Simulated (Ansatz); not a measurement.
The system is Pb.

```
Pb
1.0
    -1.97966    1.97966    1.97966
     1.97966   -1.97966    1.97966
     1.97966    1.97966   -1.97966
Pb
1
Cartesian
  0.0000 0.0000 0.0000
```

This isn't the form of Pb at room conditions, which is fcc.

```yaml
Program: Ansatz 0.2.0
Task: relaxation of cell and atoms
Functional: HSE06
Potentials_or_basis: Ansatz PAW
Cutoff: "420 eV (not typed: the program's choice for these potentials)"
k_mesh: 5 × 5 × 5
Occupations: fermi-dirac, width 0.05 eV
Spin: no spin polarisation
```

At the start: volume 31.03 Å³/atom.

Task: How do energy, volume and symmetry change on relaxing?

Result: It ends after 4 steps and the volume is 32.16 Å³/atom (+3.6 %); space group Im-3m (No. 229, to 0.05 Å).

Step by step:
```tsv
step	energy change (eV)	largest force (eV/Å)	volume (Å³)
1	0.0000	0.0000	31.03
2	-0.0055	0.0000	32.20
3	-0.0055	0.0000	32.16
4	-0.0056	0.0000	32.16
```

Final structure:
```
Pb
1.0
    -2.00329    2.00329    2.00329
     2.00329   -2.00329    2.00329
     2.00329    2.00329   -2.00329
Pb
1
Direct
  0.00000 0.00000 0.00000
```

Caveat: the k mesh is coarse (spacing up to 0.45 Å⁻¹), so the values aren't converged, least of all with exact exchange; the plane-wave basis is chosen anew once the cell has moved, so the energies of steps on either side of that aren't comparable; the PAW data sets come from PBE, with cores solved anew for the run's functional, which leaves a small shift of forces and pressure.
